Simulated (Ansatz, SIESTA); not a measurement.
This is a calculation of Bi for Ansatz 0.2.0. Atoms were shifted at random by some hundredths of an Å from the given cell, which wasn't relaxed again for these runs. This isn't the form of Bi at room conditions, which is rhombohedral.

input.yaml

```yaml
crystal:
  lattice:
    - [-4.449748, 4.449748, 2.065632]
    - [4.449748, -4.449748, 2.065632]
    - [4.449748, 4.449748, -2.065632]
  atoms:
    - { symbol: Bi, position: [0.14799, 0.356914, 0.502299] }
    - { symbol: Bi, position: [0.854406, 0.643741, 0.495596] }
    - { symbol: Bi, position: [0.654179, 0.147829, 0.791532] }
    - { symbol: Bi, position: [0.344259, 0.846682, 0.212656] }
kpoints:
  mp_grid: { grid: [7, 7, 7] }
scf:
  occupations: { method: fermi_dirac, width: 0.05 }
hamiltonian:
  xc: pbesol
  pseudopotentials: { kind: all_electron, lapw: { basis_error: 0.001 } }
output:
  forces: true
  stress: true
  eigenvalues: true
  populations: true
```

Potentials or basis: all-electron LAPW, scalar-relativistic.

The run is started by

```sh
$ ansatz run input.yaml --threads 2 --pin off --max-ram 8192MiB --backend cpu --events-out ev --progress --plain --runs-dir out
```

Set up the same calculation for SIESTA 5.4.2. Potentials or basis there: files PseudoDojo sr-pbesol-0.4.1-standard, DZP (energy shift 0.003 Ry; two zetas on semicore shells).

As run (cutoffs and basis follow the program's own potentials, and thresholds, step limits or extra output files can differ):

Bi.fdf

```
SystemName                      Bi
SystemLabel                     Bi
NumberOfSpecies                 1
NumberOfAtoms                   4
%block ChemicalSpeciesLabel
  1  83 Bi
%endblock ChemicalSpeciesLabel

LatticeConstant                 1.0 Ang
%block LatticeVectors
    -4.4497480000     4.4497480000     2.0656320000
     4.4497480000    -4.4497480000     2.0656320000
     4.4497480000     4.4497480000    -2.0656320000
%endblock LatticeVectors
AtomicCoordinatesFormat         Fractional
%block AtomicCoordinatesAndAtomicSpecies
     0.1479900000     0.3569140000     0.5022990000  1  Bi
     0.8544060000     0.6437410000     0.4955960000  1  Bi
     0.6541790000     0.1478290000     0.7915320000  1  Bi
     0.3442590000     0.8466820000     0.2126560000  1  Bi
%endblock AtomicCoordinatesAndAtomicSpecies

%block kgrid.MonkhorstPack
    7   0   0  0.0
    0   7   0  0.0
    0   0   7  0.0
%endblock kgrid.MonkhorstPack
XC.Functional                   GGA
XC.Authors                      PBEsol
PAO.BasisSize                   DZP
PAO.EnergyShift                 0.003 Ry
Mesh.Cutoff                     500 Ry
OccupationFunction              FD
ElectronicTemperature           0.05 eV
MaxSCFIterations                120
SCF.MustConverge                false
SCF.Mixer.Method                Pulay
SCF.Mixer.Weight                0.25
SCF.Mixer.History               8
SCF.DM.Tolerance                5.0e-05
SCF.H.Tolerance                 1.0e-03 eV
WriteForces                     true
Charge.Mulliken                 end
%block PAO.Basis
  Bi 4
  n=6 0 2
    5.772 0.000
  n=6 1 2
    8.065 0.000
  n=5 2 2
    3.889 0.000
  n=6 2 1
    8.065
%endblock PAO.Basis
```

Potentials or basis: PseudoDojo 0.4 standard (PBEsol files), converted to PSML, two zetas on semicore shells, DZP (energy shift 0.003 Ry; two zetas on semicore shells).

Command:

```bash
$ siesta < Bi.fdf > Bi.out 2>&1
```

Both were run:

|  | Ansatz | SIESTA |
| --- | --- | --- |
| Pressure | -1.6 GPa | -0.9 GPa |

Where Ansatz's input types no cutoff or centring, it takes its own default and a Γ-centred mesh.

Pressure is positive in compression.
